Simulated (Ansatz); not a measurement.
## RbBr in Ansatz: the effect of functional

Crystal: RbBr.

```
CELL_PARAMETERS angstrom
0.00000 3.35704 3.35704
3.35704 0.00000 3.35704
3.35704 3.35704 0.00000
ATOMIC_POSITIONS crystal
Rb 0.00000 0.00000 0.00000
Br 0.50000 0.50000 0.50000
```

The cell isn't the ideal one: volume scaled by 0.94.

Alike in all runs:

| Property | Result |
| --- | --- |
| Program | Ansatz 0.2.0 |
| Task | single point |
| Potentials or basis | Ansatz PAW |
| Cutoff | 420 eV (not typed: the program's choice for these potentials) |
| k mesh | 7 × 7 × 7 |
| Occupations | fermi-dirac, width 0.05 eV |
| Spin | no spin polarisation |

```csv
functional,gap on the mesh (eV),pressure (GPa)
LDA,4.10,-0.4
PBE,4.53,2.2
PBEsol,?,?
```

Task: What does the run with functional PBEsol give?

Result: gap on the mesh 4.36 eV; pressure 0.9 GPa.

Caveats: odd divisions of the mesh miss points on the zone boundary, where band edges often lie, so the gap on the mesh can be too wide; the PAW data sets come from PBE, with cores solved anew for the run's functional, which leaves a small shift of forces and pressure (some runs).

